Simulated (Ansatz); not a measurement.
## Equation of state of AgCl from a dense series

```yaml
crystal:
  lattice:
    - [1.87091, -5.55660, 0.00000]
    - [1.87091, 5.55660, 0.00000]
    - [0.00000, 0.00000, 3.92404]
  atoms:
    - { symbol: Ag, position: [0.39656, 0.60344, 0.75000] }
    - { symbol: Ag, position: [0.60344, 0.39656, 0.25000] }
    - { symbol: Cl, position: [0.86545, 0.13455, 0.25000] }
    - { symbol: Cl, position: [0.13455, 0.86545, 0.75000] }
```

Atom numbers follow the list: Ag1, Ag2, Cl3, Cl4.

Structure from Materials Project entry mp-570858 (possibly hypothetical), not relaxed further.

These are results of DFT, PBE, all-electron LAPW, scalar-relativistic (Ansatz 0.2.0), not measurements.

The runs use a Γ-centred 9×9×8 k mesh, Fermi–Dirac smearing of 0.03 eV, basis error target 1 meV/atom, no spin polarisation.

The cell is scaled evenly. Fractional coordinates are held (clamped ions).

| V (Å³/atom) | P (GPa) |
| --- | --- |
| 19.581 | 4.21 |
| 19.989 | 2.88 |
| 20.193 | 2.27 |
| 20.397 | 1.70 |
| 20.601 | 1.16 |
| 20.805 | 0.65 |
| 21.213 | -0.27 |
| 21.621 | -1.09 |

(1) Fit a third-order Birch–Murnaghan curve to the pressures.

(2) Predict the pressure at the withheld volume, 19.173 Å³/atom.

## Answers

(1) P = (3B0/2)(y^(7/2) − y^(5/2))[1 + (3/4)(B0′ − 4)(y − 1)] with y = (V0/V)^(2/3) fits within 0.01 GPa for V0 = 21.088 Å³/atom, B0 = 46.7 GPa and B0′ = 5.29.

(2) There y = 1.0655, so the fit gives 5.72 GPa; the run gave 5.72 GPa.
